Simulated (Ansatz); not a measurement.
# In2Se2 bilayer (AA') in a perpendicular field, part 2 of 3

What dipole does a perpendicular field induce in the In2Se2 bilayer (AA'), and does the gap follow? A positive field points along +c.

Ansatz 0.2.0; plane-wave DFT, PBE-D3(BJ), Ansatz PAW.

So far. Step 2 (Relaxing the slab): The lattice constant a goes from 4.134 to 4.029 Å.

### Step 3. Atoms held, field 0, start network

A sawtooth potential applies the field, turning back in the middle of the vacuum. With the dipole correction the typed value is the field outside the slab. The induced dipole is small, so the SCF threshold is tight.

The cell differs from the one that the last finished run ended in (c 57.786 → 31.780 Å).

input.yaml

```yaml
crystal:
  lattice:
    - [4.0292789442, 0.0, 0.0]
    - [-2.0146394721, 3.4894579246, 0.0]
    - [0.0, 0.0, 31.779974748]
  atoms:
    - { symbol: Se, position: [0.3333333333, 0.6666666667, 0.2831972043] }
    - { symbol: In, position: [0.0, 0.0, 0.3238885628] }
    - { symbol: In, position: [0.0, 0.0, 0.4118096875] }
    - { symbol: Se, position: [0.3333333333, 0.6666666667, 0.4523734767] }
    - { symbol: Se, position: [0.0, 0.0, 0.5476265233] }
    - { symbol: In, position: [0.3333333333, 0.6666666667, 0.5881903125] }
    - { symbol: In, position: [0.3333333333, 0.6666666667, 0.6761114372] }
    - { symbol: Se, position: [0.0, 0.0, 0.7168027957] }
kpoints:
  mp_grid: { grid: [12, 12, 1] }
  band_path:
    path: [[0, 0, 0], [0.5, 0, 0], [0.33333333, 0.33333333, 0], [0, 0, 0]]
    npoints: 16
hamiltonian:
  xc: pbe
  dispersion: d3bj
scf:
  occupations: { method: fermi_dirac, width: 0.02585 }
  convergence: { dr2_threshold: 1.0e-10 }
efield:
  axis: 3
  dipole_correction: true
  ramp_position: 0.97
  ramp_width: 0.06
  amplitude: 0
output:
  dos: { projected: true, e_range: [-6, 5] }
  write_potential: true
  write_density: true
  volumetric_format: npy
  elf: true
```

The run is started by

```sh
ansatz run input.yaml --threads 4 --pin off --max-ram 8192MiB --backend cpu --events-out ev --progress --plain --runs-dir out
```

Numbers of over 12 decimals in the logs are rounded to 6 here.

Log:

```text
[...]
Crystal: 8 atoms, lattice volume = 446.826 Å³
Basis set: ecut = 420 eV, 8759 PW (Γ)
Bands: 70, of which v1, the nominal top of the filled ones, is band 58 counted from 1 (57 counted from 0)
Symmetry: 6 space group operations
k-points: 19 of 144 (time reversal used)
[...]
SCF iter   1: F=—  HF=-44273.892003 eV  |F-HF|=—  |Δ(HF+E_count)|=         —  Δρ=1.60e-3  dr2=7.84e-2  ethr=1.77e-3  p=0.000 e·Å  D=1.58e-13 V/Å  ΔV_dip=-0.00 eV  dr2_dipole=1.47e-7  V_vac-E_F(+/−)=5.23/5.23 eV  ⟨swp⟩=7.6  Hψ=5759  notcnv=0  defer=2
efield: sawtooth ramp at fractional position 0.9700 (set: `efield.ramp_position`, or a place that a band, a saddle search or an elastic batch's reference lends), width 0.0600; the density the first Hamiltonian is built on has a dipole p = 0.000 e·Å; the dipole correction subtracts the counter field D = 1.58e-13 V/Å, which shifts the + side's vacuum level by -0.00 eV against the − side's; the planar-averaged density in the ramp window peaks in size at 1.5e-5 e/Å³
[...]
SCF iter   2: F=—  HF=-44273.895839 eV  |F-HF|=—  |Δ(HF+E_count)|=   3.84e-3  Δρ=1.42e-3  dr2=1.19e-1  ethr=6.75e-5  p=0.000 e·Å  D=8.19e-5 V/Å  ΔV_dip=-0.00 eV  dr2_dipole=9.52e-7  V_vac-E_F(+/−)=4.94/4.94 eV  ⟨swp⟩=3.0  Hψ=1855  notcnv=0  defer=138
[...]
SCF iter  13: F=-44273.884367 eV  HF=-44273.884367 eV  |F-HF|=1.24e-10  |Δ(HF+E_count)|=  2.91e-11  Δρ=3.51e-8  dr2=2.79e-11  ethr=1.00e-12  p=-0.000 e·Å  D=-3.11e-8 V/Å  ΔV_dip=0.00 eV  dr2_dipole=6.63e-14  V_vac-E_F(+/−)=5.09/5.09 eV  ⟨swp⟩=1.2  Hψ=2660  notcnv=0
SCF 1 converged in 13 iterations: F = -44273.884367 eV  dr2 = 2.79e-11
[...]
NSCF: frozen V_eff on 49 k-points
efield: sawtooth ramp at fractional position 0.9700 (kept from the solve that this one continues, or follows in the run), width 0.0600; the density the first Hamiltonian is built on has a dipole p = -0.000 e·Å; the dipole correction subtracts the counter field D = -3.11e-8 V/Å, which shifts the + side's vacuum level by +0.00 eV against the − side's; the planar-averaged density in the ramp window peaks in size at 1.4e-5 e/Å³
[...]
SCF converged after 13 iterations
Free energy (F): -44273.884367 eV
[...]
Internal energy: -44273.884367 eV  (E = F + TS)
E sigma→0 (E₀):  -44273.884367 eV
Fermi energy:    1.452636 eV
Dipole field:    D = 0.000000 V/Å  (p = 0.000000 e·Å, saw-weighted, corrected)
Work function:   Φ+ = 5.0944 eV   Φ− = 5.0944 eV
Levels:          The Fermi level and band energies are counted from a zero that moves with the ramp; work functions are not
[...]
--- Band table (eV; the first three rows and the last of 19) ---
  k-point 0: bands = [... 54 lower, 0.1431, 0.1983, 0.1983, 0.8237, 1.9631, 2.6539, 3.4090, 3.4369, ... 8 higher]
  k-point 1: bands = [... 54 lower, 0.0637, 0.1285, 0.3306, 0.8803, 2.3804, 2.9012, 3.7810, 3.7905, ... 8 higher]
  k-point 2: bands = [... 54 lower, -0.1389, -0.0553, 0.4055, 0.8356, 2.9931, 3.2456, 3.9854, 4.1477, ... 8 higher]
  k-point 18: bands = [... 54 lower, -0.8323, -0.8323, -0.3841, -0.3841, 2.9554, 3.2505, 3.6455, 3.6455, ... 8 higher]
```

It took 25 s on 4 threads of Intel Xeon Platinum 8488C (Sapphire Rapids), shared host; peak memory 1.8 GiB; 96 s of CPU time.

Reading the cycles: dr2 is the Hartree energy of the density residual (eV), the measure of convergence; HF is the Harris–Foulkes estimate of the energy, which meets the free energy F at convergence.

Numbers from this step:

```yaml
gap_on_the_k_mesh: 1.083 eV
dipole_along_the_normal: 4.95e-7 e·Å
gap_along_the_path: 1.077 eV
smallest_direct_gap_along_the_path: 1.139 eV
ionisation_energy_upper_face: 5.661 eV
electron_affinity_upper_face: 4.584 eV
gap_the_smaller_of_path_and_mesh: 1.077 eV
```

Running mean over a fixed 2.5 Å (it still follows the layers) of the planar mean; the ramp of the sawtooth is left out. Electron's electrostatic potential energy less the Fermi level against z:

z (Å), electron's electrostatic potential energy less the Fermi level (eV) and a bar from the least value:
```
        4       5.09 ##############################
        5       5.09 ##############################
        6       5.06 ##############################
        7       4.51 ############################
        8       1.74 ####################
        9      -2.74 #######
       10      -4.85 
       11      -2.57 #######
       12      -1.90 #########
       13      -4.23 ##
       14      -4.33 ##
       15       0.01 ###############
       16       1.60 ####################
       17      -0.96 ############
       18      -4.84 
       19      -3.71 ####
       20      -1.75 ##########
       21      -3.19 #####
       22      -4.94 
       23      -1.70 ##########
       24       2.48 ######################
       25       4.80 #############################
       26       5.08 ##############################
       27       5.09 ##############################
       28       5.09 ##############################
```

The density of states has structure finer than the step of the table below, so its rows give means over 0.2 eV, whole bins alone (the curve runs from -6 to 2.49 eV). Peaks (eV: height): -4.18: 11.0, -3.60: 10.7, -2.66: 11.6, -2.31: 14.7, -2.11: 16.8, -1.04: 14.1, 1.86: 14.7.

The density of states by energy, zero at the Fermi level of the run, which the smearing sets inside the gap; means over each step:

| energy (eV) | density of states (states/eV a cell) |
| --- | --- |
| -5.8 | 0.0998 |
| -5.6 | 4.93 |
| -5.4 | 4.07 |
| -5.2 | 2.21 |
| -5.0 | 1.66 |
| -4.8 | 1.43 |
| -4.6 | 1.32 |
| -4.4 | 1.42 |
| -4.2 | 2.68 |
| -4.0 | 1.04 |
| -3.8 | 3.28 |
| -3.6 | 6.09 |
| -3.4 | 6.06 |
| -3.2 | 4.13 |
| -3.0 | 5.42 |
| -2.8 | 8.74 |
| -2.6 | 7.82 |
| -2.4 | 10.9 |
| -2.2 | 11.9 |
| -2.0 | 6.87 |
| -1.8 | 6.98 |
| -1.6 | 7.20 |
| -1.4 | 4.59 |
| -1.2 | 3.20 |
| -1.0 | 3.94 |
| -0.8 | 1.02 |
| -0.6 | 1.32 |
| -0.4 | 0 |
| -0.2 | 0 |
| 0.0 | 0 |
| 0.2 | 0 |
| 0.4 | 2.4e-5 |
| 0.6 | 0.0430 |
| 0.8 | 0.139 |
| 1.0 | 0.190 |
| 1.2 | 0.767 |
| 1.4 | 2.95 |
| 1.6 | 5.51 |
| 1.8 | 11.1 |
| 2.0 | 8.53 |
| 2.2 | 5.99 |

Projected DOS per atom over height of the atomic layer and energy from the Fermi level. Layers: Se In In Se Se In In Se from below.

Values in states/eV, 22 rows by 8 columns, each cell a mean:
```
0.27 0.58 0.60 0.30 0.30 0.60 0.58 0.27
0.92 1.34 1.28 0.89 0.89 1.28 1.34 0.92
0.53 0.76 0.77 0.54 0.54 0.77 0.76 0.53
0.10 0.12 0.16 0.10 0.10 0.16 0.12 0.10
0.02 0.01 0.02 0.01 0.01 0.02 0.01 0.02
0.00 0.00 0.00 0.00 0.00 0.00 0.00 0.00
0.00 0.00 0.00 0.00 0.00 0.00 0.00 0.00
0.04 0.01 0.01 0.04 0.04 0.01 0.01 0.04
0.18 0.07 0.08 0.24 0.24 0.08 0.07 0.18
0.67 0.28 0.31 0.67 0.67 0.31 0.28 0.67
1.09 0.46 0.43 0.97 0.97 0.43 0.46 1.09
1.46 0.39 0.50 1.48 1.48 0.50 0.39 1.46
2.31 0.51 0.53 2.08 2.08 0.53 0.51 2.31
1.83 0.60 0.41 1.39 1.39 0.41 0.60 1.83
0.82 0.37 0.34 0.85 0.85 0.34 0.37 0.82
0.82 0.53 0.59 1.11 1.11 0.59 0.53 0.82
0.27 0.19 0.29 0.54 0.54 0.29 0.19 0.27
0.25 0.16 0.14 0.27 0.27 0.14 0.16 0.25
0.20 0.14 0.14 0.20 0.20 0.14 0.14 0.20
0.25 0.20 0.19 0.25 0.25 0.19 0.20 0.25
0.59 0.55 0.49 0.56 0.56 0.49 0.55 0.59
0.09 0.09 0.07 0.08 0.08 0.07 0.09 0.09
```
Columns: height of the atomic layer (Å) from 9 to 22.8 (not evenly spaced); rows upwards: energy from the Fermi level (eV) from -5.96 to 2.5.

Electronic bands along the path, in eV, zero at the Fermi level of the run, which the smearing sets inside the gap:

| point | band 55 | band 56 | band 57 | band 58 | band 59 | band 60 | band 61 | band 62 |
| --- | --- | --- | --- | --- | --- | --- | --- | --- |
| Γ | -1.31 | -1.25 | -1.25 | -0.63 | 0.51 | 1.20 | 1.96 | 1.98 |
| halfway | -1.84 | -1.74 | -1.05 | -0.86 | 1.80 | 1.83 | 1.96 | 2.21 |
| M | -2.27 | -2.16 | -2.00 | -1.67 | 1.19 | 1.24 | 1.60 | 1.62 |
| halfway | -2.35 | -2.22 | -1.92 | -1.67 | 1.70 | 1.74 | 1.83 | 2.11 |
| K | -2.29 | -2.29 | -1.84 | -1.84 | 1.50 | 1.80 | 2.19 | 2.19 |
| halfway | -2.23 | -2.16 | -1.04 | -0.98 | 2.05 | 2.18 | 2.37 | 2.53 |
| Γ | -1.31 | -1.25 | -1.25 | -0.63 | 0.51 | 1.20 | 1.96 | 1.98 |

Electrostatic potential energy in the ca plane at fractional y = 0.667, with atoms of Se and In within 0.2 Å of it. With pseudopotentials it is smooth inside the atoms' cores, unlike the true potential.

Ten even steps from '0' (-17 eV) to '9' (7 eV), each cell a mean:
```
99999999999999999999887667888876678899999987
99999999999999999999887656788765578899999877
99999999999999999999887666788876678899999887
99999999999999999998777777888877777789999988
99999999999999999974236788899888763247999998
99999999999999999830101689999998710102799998
99999999999999999702430589999998503420699987
99999999999999999602530489999998503530699987
99999999999999999720101689999998610102799998
99999999999999999973125788899888752136899998
99999999999999999988777777888887777788999988
```
Columns run along c (16.0 Å, from fractional 0.05 to 0.56 of the cell; values clipped at the 3rd and 97th percentile), rows up along a (4.0 Å). Atoms in or near the plane, at fractional coordinates: Se at (0.28, 0.33), Se at (0.45, 0.33).

Valence density in the ca plane at fractional y = 0.667, with atoms of Se and In within 0.2 Å of it. It is the smooth field of the valence electrons, not physical close to the nuclei.

Values in e/Å³, 6 rows by 16 columns, each cell a mean:
```
 0  0  0  0  0  0  0  0  0  0  0  0  0  0  0  0
 0  0  0  0  0  0  0  0  0  0  0  0  0  0  0  0
 0  0  0  0  0  0  0  1  0  0  0  0  1  0  0  0
 0  0  0  0  0  0  1 15  1  0  0  0 11  5  0  0
 0  0  0  0  0  0  1  8  1  0  0  0  6  3  0  0
 0  0  0  0  0  0  0  0  0  0  0  0  0  0  0  0
```
Columns run along c (16.0 Å, from fractional 0.05 to 0.56 of the cell), rows up along a (4.0 Å). Atoms in or near the plane, at fractional coordinates: Se at (0.28, 0.33), Se at (0.45, 0.33).

ELF in the ca plane at fractional y = 0.667, with atoms of Se and In within 0.2 Å of it. It is the smooth field of the valence electrons, not physical close to the nuclei.

Ten even steps from '0' (0.00) to '9' (0.86), each cell a mean:
```
00000000000000000112332222344322223321002677
00000000000000000000112223355432221100003777
00000000000000000012232222344322223221002677
00000000000000012466765322233222356765201356
00000000000000136889888632111123688888610133
00000000000001358999778752000024788789840012
00000000000001469997347752000025774369961001
00000000000001469996237752000025774269961001
00000000000001368998778752000025787789940011
00000000000000246899988642111123688998610123
00000000000000013567775322222222357776201356
```
Columns run along c (16.0 Å, from fractional 0.05 to 0.56 of the cell), rows up along a (4.0 Å). Atoms in or near the plane, at fractional coordinates: Se at (0.28, 0.33), Se at (0.45, 0.33).

The gap is 1.08 eV, with the valence edge 5.66 eV and the conduction edge 4.58 eV under the upper vacuum level.

### Step 4. Atoms held, field 0.05 V/Å

input.yaml, as its differences from that of step 3:

```diff
@@ -30,5 +30,4 @@
   ramp_width: 0.06
-  amplitude: 0
+  amplitude: 0.05
 output:
-  dos: { projected: true, e_range: [-6, 5] }
   write_potential: true
@@ -36,2 +35 @@
   volumetric_format: npy
-  elf: true
```

Log:

```text
[...]
Crystal: 8 atoms, lattice volume = 446.826 Å³
Basis set: ecut = 420 eV, 8759 PW (Γ)
Bands: 70, of which v1, the nominal top of the filled ones, is band 58 counted from 1 (57 counted from 0)
Symmetry: 6 space group operations
k-points: 19 of 144 (time reversal used)
[...]
k-point 0: bands = [... 54 lower, 0.1534, 0.2062, 0.2062, 0.8242, 1.9623, 2.6544, 3.3957, 3.4503, ... 8 higher]
  k-point 1: bands = [... 54 lower, 0.0738, 0.1352, 0.3298, 0.8812, 2.3790, 2.9022, 3.7604, 3.8111, ... 8 higher]
  k-point 2: bands = [... 54 lower, -0.1306, -0.0500, 0.4042, 0.8369, 2.9902, 3.2482, 3.9813, 4.1517, ... 8 higher]
  k-point 18: bands = [... 54 lower, -0.8561, -0.8095, -0.3982, -0.3684, 2.9530, 3.2526, 3.6209, 3.6697, ... 8 higher]
[key lines of the parts left out:]
SCF converged after 15 iterations
Free energy (F): -44273.885790 eV
Fermi energy:    1.452753 eV
Dipole field:    D = 0.023055 V/Å  (p = 0.056930 e·Å, saw-weighted, corrected)
```

The job ended after 25 s (4 threads; peak memory 1.6 GiB; 99 s of CPU time).

The dipole is 0.0569 e·Å, and the gap 1.076 eV.

### Step 5. Single point, field -0.05 V/Å

input.yaml, as its differences from that of step 4:

```diff
@@ -30,3 +30,3 @@
   ramp_width: 0.06
-  amplitude: 0.05
+  amplitude: -0.05
 output:
```

Log:

```text
[...]
Crystal: 8 atoms, lattice volume = 446.826 Å³
Basis set: ecut = 420 eV, 8759 PW (Γ)
Bands: 70, of which v1, the nominal top of the filled ones, is band 58 counted from 1 (57 counted from 0)
Symmetry: 6 space group operations
k-points: 19 of 144 (time reversal used)
[...]
k-point 0: bands = [... 54 lower, 0.1534, 0.2062, 0.2062, 0.8242, 1.9623, 2.6544, 3.3957, 3.4503, ... 8 higher]
  k-point 1: bands = [... 54 lower, 0.0738, 0.1352, 0.3298, 0.8812, 2.3790, 2.9022, 3.7604, 3.8111, ... 8 higher]
  k-point 2: bands = [... 54 lower, -0.1306, -0.0500, 0.4042, 0.8369, 2.9902, 3.2482, 3.9813, 4.1517, ... 8 higher]
  k-point 18: bands = [... 54 lower, -0.8561, -0.8095, -0.3982, -0.3684, 2.9530, 3.2526, 3.6209, 3.6697, ... 8 higher]
[key lines of the parts left out:]
SCF converged after 15 iterations
Free energy (F): -44273.885790 eV
Fermi energy:    1.452754 eV
Dipole field:    D = -0.023054 V/Å  (p = -0.056929 e·Å, saw-weighted, corrected)
```

Wall time 25 s (4 threads); peak memory 1.6 GiB.

The dipole is -0.0569 e·Å, and the gap 1.076 eV.

### Step 6. Single point, field 0.1 V/Å

input.yaml, as its differences from that of step 5:

```diff
@@ -28,5 +28,5 @@
   dipole_correction: true
-  ramp_position: 0.97
-  ramp_width: 0.06
-  amplitude: -0.05
+  ramp_position: 0.9654
+  ramp_width: 0.0692
+  amplitude: 0.1
 output:
```

Log:

```text
[...]
Crystal: 8 atoms, lattice volume = 446.826 Å³
Basis set: ecut = 420 eV, 8759 PW (Γ)
Bands: 70, of which v1, the nominal top of the filled ones, is band 58 counted from 1 (57 counted from 0)
Symmetry: 6 space group operations
k-points: 19 of 144 (time reversal used)
[...]
k-point 0: bands = [... 54 lower, 0.1655, 0.2272, 0.2272, 0.8258, 1.9600, 2.6559, 3.3743, 3.4721, ... 8 higher]
  k-point 1: bands = [... 54 lower, 0.0872, 0.1537, 0.3275, 0.8837, 2.3750, 2.9053, 3.7358, 3.8357, ... 8 higher]
  k-point 2: bands = [... 54 lower, -0.1170, -0.0349, 0.4001, 0.8408, 2.9817, 3.2556, 3.9699, 4.1625, ... 8 higher]
  k-point 18: bands = [... 54 lower, -0.8805, -0.7878, -0.4105, -0.3515, 2.9459, 3.2589, 3.5959, 3.6933, ... 8 higher]
[key lines of the parts left out:]
SCF converged after 15 iterations
Free energy (F): -44273.890060 eV
Fermi energy:    1.453088 eV
Dipole field:    D = 0.046112 V/Å  (p = 0.113866 e·Å, saw-weighted, corrected)
```

Elapsed: 26 s, on 4 threads; peak memory 1.6 GiB; 1.7 min of CPU time.

The dipole is 0.114 e·Å, and the gap 1.070 eV.

### Step 7. Single point, field -0.1 V/Å

input.yaml, as its differences from that of step 6:

```diff
@@ -30,3 +30,3 @@
   ramp_width: 0.0692
-  amplitude: 0.1
+  amplitude: -0.1
 output:
```

Log:

```text
[...]
Crystal: 8 atoms, lattice volume = 446.826 Å³
Basis set: ecut = 420 eV, 8759 PW (Γ)
Bands: 70, of which v1, the nominal top of the filled ones, is band 58 counted from 1 (57 counted from 0)
Symmetry: 6 space group operations
k-points: 19 of 144 (time reversal used)
[...]
k-point 0: bands = [... 54 lower, 0.1655, 0.2272, 0.2272, 0.8258, 1.9600, 2.6559, 3.3743, 3.4721, ... 8 higher]
  k-point 1: bands = [... 54 lower, 0.0872, 0.1537, 0.3275, 0.8837, 2.3750, 2.9053, 3.7358, 3.8357, ... 8 higher]
  k-point 2: bands = [... 54 lower, -0.1170, -0.0350, 0.4001, 0.8408, 2.9818, 3.2556, 3.9699, 4.1625, ... 8 higher]
  k-point 18: bands = [... 54 lower, -0.8805, -0.7878, -0.4105, -0.3515, 2.9459, 3.2589, 3.5959, 3.6933, ... 8 higher]
[key lines of the parts left out:]
SCF converged after 15 iterations
Free energy (F): -44273.890060 eV
Fermi energy:    1.453089 eV
Dipole field:    D = -0.046108 V/Å  (p = -0.113855 e·Å, saw-weighted, corrected)
```

Run time: 26 s. Hardware: 4 threads; peak memory 1.5 GiB.

The dipole is -0.114 e·Å, and the gap 1.070 eV.

### Step 8. Single point, field 0.2 V/Å

input.yaml, as its differences from that of step 7:

```diff
@@ -30,3 +30,3 @@
   ramp_width: 0.0692
-  amplitude: -0.1
+  amplitude: 0.2
 output:
```

Log:

```text
[...]
Crystal: 8 atoms, lattice volume = 446.826 Å³
Basis set: ecut = 420 eV, 8759 PW (Γ)
Bands: 70, of which v1, the nominal top of the filled ones, is band 58 counted from 1 (57 counted from 0)
Symmetry: 6 space group operations
k-points: 19 of 144 (time reversal used)
[...]
k-point 0: bands = [... 54 lower, 0.1872, 0.2852, 0.2852, 0.8320, 1.9509, 2.6618, 3.3295, 3.5184, ... 8 higher]
  k-point 1: bands = [... 54 lower, 0.1100, 0.2085, 0.3187, 0.8935, 2.3596, 2.9170, 3.6863, 3.8849, ... 8 higher]
  k-point 2: bands = [... 54 lower, -0.0922, 0.0135, 0.3845, 0.8558, 2.9518, 3.2813, 3.9337, 4.1968, ... 8 higher]
  k-point 18: bands = [... 54 lower, -0.9303, -0.7498, -0.4273, -0.3152, 2.9203, 3.2814, 3.5448, 3.7388, ... 8 higher]
[key lines of the parts left out:]
SCF converged after 16 iterations
Free energy (F): -44273.907142 eV
Fermi energy:    1.454349 eV
Dipole field:    D = 0.092245 V/Å  (p = 0.227782 e·Å, saw-weighted, corrected)
```

Run time: 26 s. Hardware: 4 threads; peak memory 1.6 GiB; 1.7 min of CPU time.

The dipole is 0.228 e·Å, and the gap 1.050 eV.

### Step 9. Single point, field -0.2 V/Å

input.yaml, as its differences from that of step 8:

```diff
@@ -30,3 +30,3 @@
   ramp_width: 0.0692
-  amplitude: 0.2
+  amplitude: -0.2
 output:
```

Log:

```text
[...]
Crystal: 8 atoms, lattice volume = 446.826 Å³
Basis set: ecut = 420 eV, 8759 PW (Γ)
Bands: 70, of which v1, the nominal top of the filled ones, is band 58 counted from 1 (57 counted from 0)
Symmetry: 6 space group operations
k-points: 19 of 144 (time reversal used)
[...]
k-point 0: bands = [... 54 lower, 0.1872, 0.2852, 0.2852, 0.8320, 1.9509, 2.6618, 3.3296, 3.5184, ... 8 higher]
  k-point 1: bands = [... 54 lower, 0.1100, 0.2085, 0.3187, 0.8935, 2.3596, 2.9170, 3.6863, 3.8849, ... 8 higher]
  k-point 2: bands = [... 54 lower, -0.0922, 0.0135, 0.3845, 0.8558, 2.9518, 3.2813, 3.9337, 4.1968, ... 8 higher]
  k-point 18: bands = [... 54 lower, -0.9303, -0.7498, -0.4273, -0.3152, 2.9204, 3.2814, 3.5448, 3.7388, ... 8 higher]
[key lines of the parts left out:]
SCF converged after 16 iterations
Free energy (F): -44273.907142 eV
Fermi energy:    1.454349 eV
Dipole field:    D = -0.092242 V/Å  (p = -0.227776 e·Å, saw-weighted, corrected)
```

It took 26 s on 4 threads; peak memory 1.6 GiB.

The dipole is -0.228 e·Å, and the gap 1.050 eV.

(Part 2 of 3 ends here.)

[Logs are printed without paths, hosts, clocks, repeated set-up lines and the standing remarks that a program may print on its own settings, such as how far it seeks lower states.]

[Hosts, paths, dates, database ids (printed as entryN), source tags and the programs' standing remarks are cut or masked in the printed files.]

[Maps of the electrostatic potential energy from Ansatz leave out the sawtooth potential of an applied field or a dipole correction, so their vacuum need not be flat; planar profiles and work functions include it.]

[The density of states shown here was stored with 400 of the rows of the run's finer table, so its peaks can read low, often by over a quarter, or be missed, and its means over a window can be off by a tenth or more.]
